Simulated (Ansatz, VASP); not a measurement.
One calculation of SiC, two programs

POSCAR

```
SiC
1.0
    0.0000000000      2.0667514139      2.0667514139
    2.0667514139      0.0000000000      2.0667514139
    2.0667514139      2.0667514139      0.0000000000
Si C
1 1
Direct
    0.2500000000      0.2500000000      0.2500000000
    0.0000000000      0.0000000000      0.0000000000
```

The input INCAR.step1:

```
SYSTEM = SiC
PREC = Accurate
ENCUT = 520
ISMEAR = 0
SIGMA = 0.01
LREAL = .False.
LASPH = .True.
NELM = 100
NBANDS = 11
GGA = PE
ALGO = Normal
EDIFF = 1E-4
LWAVE = .True.
LCHARG = .False.
```

Contents of INCAR.step2:

```
SYSTEM = SiC
PREC = Accurate
ENCUT = 520
EDIFF = 1E-6
ISMEAR = 0
SIGMA = 0.01
LREAL = .False.
LASPH = .True.
NELM = 100
ALGO = Normal
ISIF = 2
LWAVE = .False.
LCHARG = .False.
METAGGA = R2SCAN
LMIXTAU = .True.
NBANDS = 11
ISTART = 1
```

KPOINTS

```
regular mesh
0
Gamma
  10 10 10
  0 0 0
```

Input for Ansatz:

```yaml
crystal:
  lattice:
    - [0.0, 2.0667514139, 2.0667514139]
    - [2.0667514139, 0.0, 2.0667514139]
    - [2.0667514139, 2.0667514139, 0.0]
  atoms:
    - { symbol: Si, position: [0.25, 0.25, 0.25] }
    - { symbol: C, position: [0.0, 0.0, 0.0] }
kpoints:
  mp_grid: { grid: [10, 10, 10] }
  band_path:
    path:
      - [0.0, 0.0, 0.0]
      - [-0.5, -0.5, 0.0]
      - [-0.375, -0.375, 0.25]
      - [-0.375, 0.0, 0.375]
      - [0.0, 0.0, 0.5]
      - [-0.5, -0.25, 0.25]
      - [0.0, 0.5, 0.5]
    npoints: 1
hamiltonian:
  xc: r2scan
scf:
  occupations: { method: fixed }
  n_extra_bands: 4
output:
  forces: true
  stress: true
  eigenvalues: true
```

Change from the starting cell: hydrostatic strain -5.1%.

Alike in both runs: task single point; functional r2SCAN; k mesh 10 × 10 × 10; no spin polarisation.

|  | VASP | Ansatz |
| --- | --- | --- |
| version | VASP 6.6.1 | Ansatz 0.2.0 |
| potentials or method | VASP PAW PBE potentials, release 64 (Si, C) | plane waves, PAW |
| plane-wave cutoff (eV) | 520 | 500 |
| occupations | gaussian, width 0.01 eV | fixed |
| valence electrons in the cell | 8 | 8 |

```tsv
	VASP	Ansatz	Ansatz less VASP
gap on the k mesh at the Fermi level (eV)	1.61	1.59	-0.016
pressure (GPa)	48.0	48.3	+0.36
```

Caveats: so large a pressure means that the cell lies far from this level's equilibrium, or that cutoff or potentials fall short (VASP); the potentials were made for another functional, which shifts forces and pressure (VASP). A k mesh can miss the band edges.
